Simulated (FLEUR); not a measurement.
# Si (Fd-3m) in FLEUR: further runs

Runs on Si. Level: LDA (Perdew-Zunger). Tasks: band structure, equation of state.

Everything below comes from runs of FLEUR MaX-R8.1 (later development tree). Logs are shortened: lines on timing, memory, paths and dates and some standing lists are left out, and cuts for length are marked.

**1. Starting point**

Symmetry: Fd-3m, No. 227, cubic system. Conventional cell: a = 5.444 Å, b = 5.444 Å, c = 5.444 Å, α = 90.00°, β = 90.00°, γ = 90.00°. Around Si (site symmetry -43m) lie 4 Si at 2.36 Å.

**2. Band structure, LDA (Perdew-Zunger)**

inp.xml reads:

```xml
<?xml version="1.0" encoding="UTF-8" standalone="no"?>
<fleurInput fleurInputVersion="0.39">
   <comment>
      Si                                                                                                  
   </comment>
   <calculationSetup>
      <cutoffs Kmax="4.76" Gmax="14.7" GmaxXC="14.7" numbands="0"/>
      <scfLoop itmax="60" minDistance="0.00001" maxIterBroyd="15" imix="Anderson" alpha="0.05" precondParam="0.0" spinf="2.0" sdNocoIR="T"/>
      <coreElectrons ctail="T" frcor="F" kcrel="0" coretail_lmax="0"/>
      <xcFunctional name="pz" relativisticCorrections="F"/>
      <magnetism jspins="1"/>
      <soc l_soc="F" theta="0.0" phi="0.0" spav="F"/>
      <expertModes spex="0" secvar="F"/>
      <geometryOptimization l_f="F" forcealpha="1.0" forcemix="BFGS" epsdisp="0.00001" epsforce="0.00001"/>
      <ldaU l_linMix="F" mixParam="0.05" spinf="1.0"/>
   </calculationSetup>
   <cell>
      <bzIntegration valenceElectrons="24.0" mode="hist" fermiSmearingEnergy="0.00183747">
         <kPointListSelection listName="default-1"/>
         <!-- k-points included here -->
         <xi:include xmlns:xi="http://www.w3.org/2001/XInclude" href="kpts.xml"> </xi:include>
      </bzIntegration>
      <!-- symmetry operations included here -->
      <xi:include xmlns:xi="http://www.w3.org/2001/XInclude" href="sym.xml"> </xi:include>
      <bulkLattice scale="1.0">
         <bravaisMatrix>
            <row-1>    0.0000000000000000     5.1435532944025564     5.1435532944025564</row-1>
            <row-2>    5.1435532944025564     0.0000000000000000     5.1435532944025564</row-2>
            <row-3>    5.1435532944025564     5.1435532944025564     0.0000000000000000</row-3>
         </bravaisMatrix>
      </bulkLattice>
   </cell>
   <atomSpecies>
      <species name="Silicon (Si)" element="Si" atomicNumber="14">
         <mtSphere radius="2.06" gridPoints="681" logIncrement="0.017"/>
         <atomicCutoffs lmax="8" lnonsphr="6"/>
         <electronConfig flipSpins="F">
            <coreConfig>(1s1/2)</coreConfig>
            <valenceConfig>(2s1/2) (2p1/2) (2p3/2) (3s1/2) (3p1/2) (3p3/2)</valenceConfig>
            <stateOccupation state="(3p1/2)" spinUp="0.333333" spinDown="0.333333"/>
            <stateOccupation state="(3p3/2)" spinUp="0.666667" spinDown="0.666667"/>
         </electronConfig>
         <energyParameters s="3" p="3" d="3" f="4"/>
         <lo type="SCLO" l="0" n="2" eDeriv="0"/>
         <lo type="SCLO" l="1" n="2" eDeriv="0"/>
         <lo type="SCLO" l="2" n="3" eDeriv="2"/>
         <lo type="SCLO" l="3" n="4" eDeriv="2"/>
      </species>
   </atomSpecies>
   <atomGroups>
      <atomGroup species="Silicon (Si)">
         <relPos label="                   1">3.000/8.000 3.000/8.000 3.000/8.000</relPos>
         <relPos label="                   2">-3.000/8.000 -3.000/8.000 -3.000/8.000</relPos>
         <force calculate="T" relaxXYZ="TTT"/>
      </atomGroup>
   </atomGroups>
   <output dos="F" band="F" slice="F">
      <checks vchk="F" cdinf="F"/>
      <bandDOS minEnergy="-.5*Htr" maxEnergy="0.5*Htr" sigma="0.015" storeEVData="T"/>
      <vacuumDOS vacdos="F" integ="F" star="F" nstars="0" locx1="0.0" locy1="0.0" locx2="0.0" locy2="0.0" nstm="0" tworkf="0.0"/>
      <unfoldingBand unfoldBand="F" supercellX="1" supercellY="1" supercellZ="1"/>
      <plotting iplot="0" polar="F">
         <plot TwoD="T" vec1="  1.0  0.0  0.0" vec2="  0.0  1.0  0.0" vec3="  0.0  0.0  1.0" zero="  0.0  0.0  0.0" file="plot"/>
      </plotting>
      <chargeDensitySlicing numkpt="0" minEigenval="0.0" maxEigenval="0.0" nnne="0" pallst="F"/>
      <specialOutput eonly="F"/>
      <moessbauerParams electricFieldGradient="T" isomerShift="T" coreHyperfine="T" valenceHyperfine="T"/>
      <magneticCircularDichroism mcd="F" energyLo="-10.0" energyUp="0.0"/>
   </output>
  <!-- We include the file relax.xml here to enable relaxations (see documentation) -->
  <xi:include xmlns:xi="http://www.w3.org/2001/XInclude" href="relax.xml"> <xi:fallback/> </xi:include>
</fleurInput>
```

crystal.txt reads:

```
Si
&input cartesian=F /
0.0000000000  2.7218511865  2.7218511865
2.7218511865  0.0000000000  2.7218511865
2.7218511865  2.7218511865  0.0000000000
1.8897261246
1.0 1.0 1.0

2
14 0.5000000000  0.5000000000  0.5000000000
14 0.7500000000  0.7500000000  0.7500000000

&kpt div1=8 div2=8 div3=8 gamma=T /
```

inp.xml (bands) reads:

```
<?xml version="1.0" encoding="UTF-8" standalone="no"?>
<fleurInput fleurInputVersion="0.39">
   <comment>
      Si                                                                                                  
   </comment>
   <calculationSetup>
      <cutoffs Kmax="4.76" Gmax="14.7" GmaxXC="14.7" numbands="0"/>
      <scfLoop itmax="60" minDistance="0.00001" maxIterBroyd="15" imix="Anderson" alpha="0.05" precondParam="0.0" spinf="2.0" sdNocoIR="T"/>
      <coreElectrons ctail="T" frcor="F" kcrel="0" coretail_lmax="0"/>
      <xcFunctional name="pz" relativisticCorrections="F"/>
      <magnetism jspins="1"/>
      <soc l_soc="F" theta="0.0" phi="0.0" spav="F"/>
      <expertModes spex="0" secvar="F"/>
      <geometryOptimization l_f="F" forcealpha="1.0" forcemix="BFGS" epsdisp="0.00001" epsforce="0.00001"/>
      <ldaU l_linMix="F" mixParam="0.05" spinf="1.0"/>
   </calculationSetup>
   <cell>
      <bzIntegration valenceElectrons="24.0" mode="hist" fermiSmearingEnergy="0.00183747">
         <kPointListSelection listName="path-1"/>
         <!-- k-points included here -->
         <xi:include xmlns:xi="http://www.w3.org/2001/XInclude" href="kpts.xml"> </xi:include>
      </bzIntegration>
      <!-- symmetry operations included here -->
      <xi:include xmlns:xi="http://www.w3.org/2001/XInclude" href="sym.xml"> </xi:include>
      <bulkLattice scale="1.0">
         <bravaisMatrix>
            <row-1>    0.0000000000000000     5.1435532944025564     5.1435532944025564</row-1>
            <row-2>    5.1435532944025564     0.0000000000000000     5.1435532944025564</row-2>
            <row-3>    5.1435532944025564     5.1435532944025564     0.0000000000000000</row-3>
         </bravaisMatrix>
      </bulkLattice>
   </cell>
   <atomSpecies>
      <species name="Silicon (Si)" element="Si" atomicNumber="14">
         <mtSphere radius="2.06" gridPoints="681" logIncrement="0.017"/>
         <atomicCutoffs lmax="8" lnonsphr="6"/>
         <electronConfig flipSpins="F">
            <coreConfig>(1s1/2)</coreConfig>
            <valenceConfig>(2s1/2) (2p1/2) (2p3/2) (3s1/2) (3p1/2) (3p3/2)</valenceConfig>
            <stateOccupation state="(3p1/2)" spinUp="0.333333" spinDown="0.333333"/>
            <stateOccupation state="(3p3/2)" spinUp="0.666667" spinDown="0.666667"/>
         </electronConfig>
         <energyParameters s="3" p="3" d="3" f="4"/>
         <lo type="SCLO" l="0" n="2" eDeriv="0"/>
         <lo type="SCLO" l="1" n="2" eDeriv="0"/>
         <lo type="SCLO" l="2" n="3" eDeriv="2"/>
         <lo type="SCLO" l="3" n="4" eDeriv="2"/>
      </species>
   </atomSpecies>
   <atomGroups>
      <atomGroup species="Silicon (Si)">
         <relPos label="                   1">3.000/8.000 3.000/8.000 3.000/8.000</relPos>
         <relPos label="                   2">-3.000/8.000 -3.000/8.000 -3.000/8.000</relPos>
         <force calculate="T" relaxXYZ="TTT"/>
      </atomGroup>
   </atomGroups>
   <output dos="F" band="T" slice="F">
      <checks vchk="F" cdinf="F"/>
      <bandDOS minEnergy="-.5*Htr" maxEnergy="0.5*Htr" sigma="0.015" storeEVData="T"/>
      <vacuumDOS vacdos="F" integ="F" star="F" nstars="0" locx1="0.0" locy1="0.0" locx2="0.0" locy2="0.0" nstm="0" tworkf="0.0"/>
      <unfoldingBand unfoldBand="F" supercellX="1" supercellY="1" supercellZ="1"/>
      <plotting iplot="0" polar="F">
         <plot TwoD="T" vec1="  1.0  0.0  0.0" vec2="  0.0  1.0  0.0" vec3="  0.0  0.0  1.0" zero="  0.0  0.0  0.0" file="plot"/>
      </plotting>
      <chargeDensitySlicing numkpt="0" minEigenval="0.0" maxEigenval="0.0" nnne="0" pallst="F"/>
      <specialOutput eonly="F"/>
      <moessbauerParams electricFieldGradient="T" isomerShift="T" coreHyperfine="T" valenceHyperfine="T"/>
      <magneticCircularDichroism mcd="F" energyLo="-10.0" energyUp="0.0"/>
   </output>
  <!-- We include the file relax.xml here to enable relaxations (see documentation) -->
  <xi:include xmlns:xi="http://www.w3.org/2001/XInclude" href="relax.xml"> <xi:fallback/> </xi:include>
</fleurInput>
```

Potentials or basis: all-electron, FLAPW.

The run is started by

```
$ inpgen -f crystal.txt -profile fastHighL
$ # inp.xml edited to the form shown
$ fleur_MPI
$ fleur_MPI   # second run, on inp.xml (bands)
```

Output:

```text
Welcome to FLEUR        (www.flapw.de)
      MaX-Release 8.1          (www.max-centre.eu)

 ========== k-point set info ==========
 Selected k-point list: default-1
 k-point list type: mesh
 8 x 8 x 8
 Number of k points: 29

 ------------Calculation Setup---------------------------
 Number of MPI-tasks      :            1
 Number of PE/node        :            1
 Number of OMP-threads    :            1
 Most efficient MPI parallelization for:
           1          29
 Additional eigenvalue parallelization possible
 Number of basis functions:          587
 Approximate size of matrices (H+S) per k-point:         0.005 GB
 --------------------------------------------------------
 Iteration:     1   Distance:       7.98622005 me/bohr^3
 Iteration:     2   Distance:       7.53450934 me/bohr^3
 Iteration:     3   Distance:       0.95895371 me/bohr^3
 Iteration:     4   Distance:       0.94661326 me/bohr^3
 Iteration:     5   Distance:       0.44656529 me/bohr^3
 Iteration:     6   Distance:       0.03210214 me/bohr^3
 Iteration:     7   Distance:       0.01796462 me/bohr^3
 Iteration:     8   Distance:       0.00153058 me/bohr^3
 Iteration:     9   Distance:       0.00131357 me/bohr^3
 Iteration:    10   Distance:       0.00005198 me/bohr^3
 Iteration:    11   Distance:       0.00000555 me/bohr^3

 ********************************************************************
 Run finished successfully
 Stop message:
   all done
 ********************************************************************
```

output (bands):

```text
Welcome to FLEUR        (www.flapw.de)
      MaX-Release 8.1          (www.max-centre.eu)

 ========== k-point set info ==========
 Selected k-point list: path-1
 k-point list type: path
 Number of k points: 60

 ------------Calculation Setup---------------------------
 Number of MPI-tasks      :            1
 Number of PE/node        :            1
 Number of OMP-threads    :            1
 Most efficient MPI parallelization for:
           1           2           3           4           5           6          10          12          15          20          30          60
 Additional eigenvalue parallelization possible
 Number of basis functions:          587
 Approximate size of matrices (H+S) per k-point:         0.005 GB
 --------------------------------------------------------
 Fermi energy correction for insulators:
 No automatic correction of the Fermi energy has been performed.

 Note: Band structure data (together with different weights) is also stored in the banddos.hdf file.
       A convenient way of extracting and plotting the data from that file is by making use of the

 ********************************************************************
 Run finished successfully
 Stop message:
   Charge density postprocessing done.
 ********************************************************************
```

out.xml (last iteration):

```text
<iteration numberForCurrentRun="   11" overallNumber="   11">
         <energyParameters units="Htr">
            <atomicEP atomType="1" spin="1" branch="3s" branchLowest="-4.67" branchHighest="1.24" value="-0.1494249401"/>
            <atomicEP atomType="1" spin="1" branch="3p" branchLowest="-3.08" branchHighest="1.72" value="0.0301843128"/>
            <atomicEP atomType="1" spin="1" branch="3d" branchLowest="-9.99" branchHighest="2.07" value="0.2211112746"/>
            <atomicEP atomType="1" spin="1" branch="4f" branchLowest="-9.99" branchHighest="4.41" value="0.3880859152"/>
            <loAtomicEP atomType="1" spin="1" branch="2s" branchLowest="-64.92" branchHighest="-4.67" value="-4.6729698775"/>
            <loAtomicEP atomType="1" spin="1" branch="2p" branchLowest="-9.99" branchHighest="-3.08" value="-3.0870218824"/>
            <loAtomicEP atomType="1" spin="1" branch="3d" branchLowest="-9.99" branchHighest="2.07" value="0.2211110759"/>
            <loAtomicEP atomType="1" spin="1" branch="4f" branchLowest="-9.99" branchHighest="4.41" value="0.3880886458"/>
         </energyParameters>
         <eigenvalues>
            <eigenvaluesAt spin="1" ikpt="1" k_x="0.00000000" k_y="0.00000000" k_z="0.00000000">
                      -4.6731067477       -4.6728182415       -3.0872408992       -3.0872408992       -3.0872408992
                      -3.0866286598       -3.0866286598       -3.0866286598       -0.2279558429        0.2099660806
                       0.2099660806        0.2099660806        0.3026857114        0.3026857114        0.3026857114
                       0.3242572001        0.4910245481        0.4942132840        0.4942132840
            </eigenvaluesAt>
            <eigenvaluesAt spin="1" ikpt="2" k_x="0.00000000" k_y="0.00000000" k_z="0.12500000">
                      -4.6730984965       -4.6728263654       -3.0872474447       -3.0872474447       -3.0872317690
                      -3.0866366125       -3.0866213615       -3.0866213615       -0.2204989194        0.1506652999
                       0.1993955910        0.1993955910        0.2980421355        0.3181649720        0.3181649720
                       0.3757654606        0.4757429038        0.4757429038        0.5205761116
            </eigenvaluesAt>
            <eigenvaluesAt spin="1" ikpt="3" k_x="0.00000000" k_y="0.00000000" k_z="0.25000000">
                      -4.6730764716       -4.6728484132       -3.0872637285       -3.0872637285       -3.0872107581
                      -3.0866584348       -3.0866051239       -3.0866051239       -0.1987431434        0.0653666723
                       0.1822178871        0.1822178871        0.2796823184        0.3371219298        0.3371219298
[... 13 lines left out ...]
            <mtCharges spin="1">
               <mtCharge atomType="1" total="9.9344815" s="2.8180884" p="7.0419128" d="0.0689486" f="0.0044410"/>
            </mtCharges>
            <spinDependentCharge spin="1" total="24.0000000" interstitial="4.1310371" mtSpheres="19.8689629"/>
            <totalCharge value="24.0000000000"/>
         </valenceDensity>
         <coreStates atomType="     1" atomicNumber=" 14" spin="1" kinEnergy="    184.4252876562" eigValSum="   -129.8415291409" lostElectrons=" 0.000000">
            <state n="1" l="0" j="0.5" energy="-64.9207645705" weight="1.0000000000"/>
         </coreStates>
         <allElectronCharges>
            <spinDependentCharge spin="1" total="28.0000000" interstitial="4.1310371" mtSpheres="23.8689629"/>
            <totalCharge value="28.0000000001"/>
         </allElectronCharges>
         <moessbauerParams unitsHFF="kG" unitsIS="e/bohr^3" unitsEFG="Htr/bohr^2">
            <coreIsomerShift atomType="1" isTotal="1759.22269">
               <shell n="1" l="0" isomerShift="1759.22269"/>
            </coreIsomerShift>
            <isomerShift atomType="1" nucleusRadius="0.0000718" averageDensity="1891.63936"/>
            <electricFieldGradient atomType="1" VXX="0.00000" VYY="0.00000" VZZ="0.00000" asymParam="0.00000">
            </electricFieldGradient>
         </moessbauerParams>
         <totalEnergy                                    value="     -578.0770004690" units="Htr">
            <sumOfEigenvalues                            value="     -315.2240920047">
               <coreElectrons value="-259.6830582818"/>
               <valenceElectrons value="-55.5410337228"/>
            </sumOfEigenvalues>
            <densityCoulombPotentialIntegral value="-841.8147630044"/>
            <densityEffectivePotentialIntegral value="-894.2377107534"/>
            <chargeDenXCDenIntegral value="-39.6781039256"/>
            <FockExchangeEnergyValence value="0.0000000000"/>
            <FockExchangeEnergyCore value="0.0000000000"/>
            <atomTypeDependentContributions atomType="1">
               <electronNucleiInteractionDifferentMTs value="681.6891362026"/>
               <MadelungTerm value="-14.8159975874"/>
            </atomTypeDependentContributions>
            <tkbTimesEntropy value="0.0000021305"/>
            <freeEnergy value="-578.0770025995"/>
            <extrapolationTo0K value="-578.0770015343"/>
         </totalEnergy>
         <densityConvergence units="me/bohr^3">
            <chargeDensity spin="1" distance="0.0000055462"/>
         </densityConvergence>
      </iteration>
```

Wall time 30 s (1 thread of Arm Neoverse V1, shared host); peak memory 0.06 GiB.

What came out:

- Free energy: -15730.2766 eV
- Band gap on the k mesh: 0.53 eV, indirect (least direct gap 2.52 eV)
- Band gap along the path: 0.49 eV, indirect (least direct gap 2.52 eV)
- Valence electrons inside the program's atomic spheres: Si 9.93 (radii Si 2.06 bohr)

Levels at the corners of the path, in eV from the valence-band top:
```csv
point,band 9,band 10,band 11,band 12,band 13,band 14,band 15,band 16,band 17
Γ,-11.92,0.00,0.00,0.00,2.52,2.52,2.52,3.11,7.65
X,-7.80,-7.80,-2.84,-2.84,0.62,0.62,9.92,9.92,10.90
W,-7.64,-7.64,-3.85,-3.85,4.19,4.19,4.90,4.90,10.44
K,-8.21,-7.21,-4.30,-2.41,1.11,4.04,7.37,7.88,8.05
Γ,-11.92,0.00,0.00,0.00,2.52,2.52,2.52,3.11,7.65
L,-9.60,-6.96,-1.19,-1.19,1.40,3.30,3.30,7.51,10.51
U,-8.21,-7.21,-4.30,-2.41,1.11,4.04,7.37,7.88,8.05
W,-7.64,-7.64,-3.85,-3.85,4.19,4.19,4.90,4.90,10.44
L,-9.60,-6.96,-1.19,-1.19,1.40,3.30,3.30,7.51,10.51
K,-8.21,-7.21,-4.30,-2.41,1.11,4.04,7.37,7.88,8.05
U,-8.21,-7.21,-4.30,-2.41,1.11,4.04,7.37,7.88,8.05
X,-7.80,-7.80,-2.84,-2.84,0.62,0.62,9.92,9.92,10.90
```

Core levels (eV from the Fermi level):
```csv
atom,levels
1 Si,1s1/2 -1772.5
2 Si,1s1/2 -1772.5
```

**3. Equation of state, LDA (Perdew-Zunger), 18.95 Å³/atom (volume scaled by 0.94)**

Edit inp.xml of step 2 so:

```diff
@@ -6,3 +6,3 @@
    <calculationSetup>
-      <cutoffs Kmax="4.76" Gmax="14.7" GmaxXC="14.7" numbands="0"/>
+      <cutoffs Kmax="4.9" Gmax="15.2" GmaxXC="15.2" numbands="0"/>
       <scfLoop itmax="60" minDistance="0.00001" maxIterBroyd="15" imix="Anderson" alpha="0.05" precondParam="0.0" spinf="2.0" sdNocoIR="T"/>
@@ -24,3 +24,3 @@
       <xi:include xmlns:xi="http://www.w3.org/2001/XInclude" href="sym.xml"> </xi:include>
-      <bulkLattice scale="1.0">
+      <bulkLattice scale="0.9795861087">
          <bravaisMatrix>
@@ -34,3 +34,3 @@
       <species name="Silicon (Si)" element="Si" atomicNumber="14">
-         <mtSphere radius="2.06" gridPoints="681" logIncrement="0.017"/>
+         <mtSphere radius="2.0" gridPoints="681" logIncrement="0.017"/>
          <atomicCutoffs lmax="8" lnonsphr="6"/>
```

Potentials or basis: all-electron, FLAPW.

The run is started by

```
$ inpgen -f crystal.txt -profile fastHighL
$ # inp.xml edited to the form shown
$ fleur_MPI
```

Wall time 26 s (1 thread of Arm Neoverse V1, shared host); peak memory 0.08 GiB.

The run converged. Its results:

```yaml
Free_energy: -15730.2643 eV
Band_gap_on_the_k_mesh: 0.43 eV, indirect (least direct gap 2.55 eV)
Valence_electrons_inside_the_program's_atomic_spheres: Si 9.83 (radii Si 2.0 bohr)
```

(Continued in part 2 of 2.)
